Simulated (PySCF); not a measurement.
# Two-dimensional NMR puzzle

Compound of formula C4H10O. Correlations simulated from computed shifts and couplings:

HSQC (one-bond C–H):
```csv
δH,δC,"$^{1}J$(C,H) (Hz)"
1.23,33.1,132
```

HMBC (two and three bonds, |J| ≥ 2.5 Hz):
```csv
δH,δC [abs. J in Hz]
1.23,"70.6 [3.6], 33.1 [4.2]"
```

Carbons without hydrogens: δ 70.6.

Computational details: spin–spin couplings from B3LYP/pcJ-1 (without the spin–dipole term), σ from GIAO-PBE0/pcSseg-1, GFN2-xTB geometry, in PySCF (one computed conformer, one averaged value for each set of equivalent atoms, isolated molecule, non-relativistic Hamiltonian).

Referencing at the same level of theory: $^{1}$H (σref 31.72) and $^{13}$C (σref 186.93) against TMS.

Exchangeable hydrogens are left out of these lists, and C,H couplings along chains are those of one rotamer, so weak HMBC peaks may be missing or extra.

Problem. Assemble the structure.

Solution. `InChI=1S/C4H10O/c1-4(2,3)5/h5H,1-3H3`.

Numbering as in the mapped SMILES `[CH3:1][C:2]([CH3:3])([CH3:4])[OH:5]` (H(Xn): hydrogen on atom n).

δC 70.6 is C2, a fully substituted sp3 carbon bonded to O. δC 33.1 is C1/C3/C4, a methyl carbon (δH 1.23). HMBC from δH 1.23 reaches the proton-free carbon C2.

The OH or NH signal is concentration- and solvent-dependent in practice; the value given is the gas-phase one. Shifts are as computed. Against solution values, carbons near 30 ppm lie about +3 ppm off and those near 130 ppm about +5 ppm. Of 1211 compounds with measured shifts, 218 miss one by over three times the rms of a fit or turn the order of signals round; such compounds aren't used in these exercises.
